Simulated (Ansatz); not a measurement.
Crystal: TaN.

```
Ta N
1.0
     0.00000    2.21132    2.21132
     2.21132    0.00000    2.21132
     2.21132    2.21132    0.00000
Ta N
1 1
Direct
  0.50000 0.50000 0.50000
  0.00000 0.00000 0.00000
```

The cell comes from a database or a generator and needn't be the stable form of this composition.

* Program: Ansatz 0.2.0
* Task: relaxation of cell and atoms
* Functional: PBEsol
* Potentials or basis: Ansatz PAW
* Cutoff: 420 eV (not typed: the program's choice for these potentials)
* k mesh: 10 × 10 × 10
* Occupations: fermi-dirac, width 0.05 eV
* Spin: no spin polarisation

At the start: volume 10.81 Å³/atom.

**Question.** How do energy, volume and symmetry change on relaxing?

**Answer.** It ends after 7 steps and the volume is 10.47 Å³/atom (-3.2 %); space group Fm-3m (No. 225, to 0.05 Å).

Step by step:
| step | energy change (eV) | largest force (eV/Å) | volume (Å³) |
| --- | --- | --- | --- |
| 1 | 0.0000 | 0.0000 | 21.63 |
| 2 | -0.0211 | 0.0000 | 20.63 |
| 3 | -0.0255 | 0.0000 | 20.96 |
| 4 | -0.0256 | 0.0000 | 20.95 |
| 5 | -0.0237 | 0.0000 | 20.95 |
| 6 | -0.0237 | 0.0000 | 20.94 |
| 7 | -0.0237 | 0.0000 | 20.94 |

Final structure:
```
CELL_PARAMETERS angstrom
0.00000 2.18763 2.18763
2.18763 0.00000 2.18763
2.18763 2.18763 0.00000
ATOMIC_POSITIONS crystal
Ta 0.50000 0.50000 0.50000
N 0.00000 0.00000 0.00000
```

Caveat: the plane-wave basis is chosen anew once the cell has moved, so the energies of steps on either side of that aren't comparable; the pressure holds a Pulay correction of +0.5 GPa for the finite cutoff; the PAW data sets come from PBE, with cores solved anew for the run's functional, which leaves a small shift of forces and pressure.
